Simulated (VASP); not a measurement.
A run of VASP 6.6.1:

INCAR

```
SYSTEM = EuO
PREC = Accurate
ENCUT = 520
EDIFF = 1E-6
ISMEAR = 0
SIGMA = 0.05
LREAL = .False.
LASPH = .True.
NELM = 150
ALGO = Normal
ISIF = 2
LWAVE = .False.
LCHARG = .False.
ISPIN = 2
MAGMOM = 7 0
LORBIT = 11
LMAXMIX = 6
LDAU = .True.
LDAUTYPE = 2
LDAUL = 3 -1
LDAUU = 4 0
LDAUJ = 0 0
LDAUPRINT = 1
METAGGA = R2SCAN
LMIXTAU = .True.
```

File KPOINTS:

```
regular mesh
0
Gamma
  6 6 6
  0 0 0
```

File POSCAR:

```
EuO
1.0
    0.0000000000      2.5719519700      2.5719519700
    2.5719519700      0.0000000000      2.5719519700
    2.5719519700      2.5719519700      0.0000000000
Eu O
1 1
Direct
    0.5000000000      0.5000000000      0.5000000000
    0.0000000000      0.0000000000      0.0000000000
```

Potentials or basis: VASP PAW PBE potentials, release 64 (Eu, O).

Launch:

```console
$ cat potpaw_PBE.64/Eu/POTCAR potpaw_PBE.64/O/POTCAR > POTCAR
$ mpirun -np 1 vasp_std > vasp.out
```

Hardware: 1 thread of AMD EPYC 9R45 96-Core Processor (Zen 5), on a shared host.

**Question.** Estimate the wall time of this run.

**Answer.** Wall time 95 s on 1 thread of AMD EPYC 9R45 96-Core Processor (Zen 5) (shared host), peak memory 0.17 GiB. Counts: scf iterations 20, k points 16.
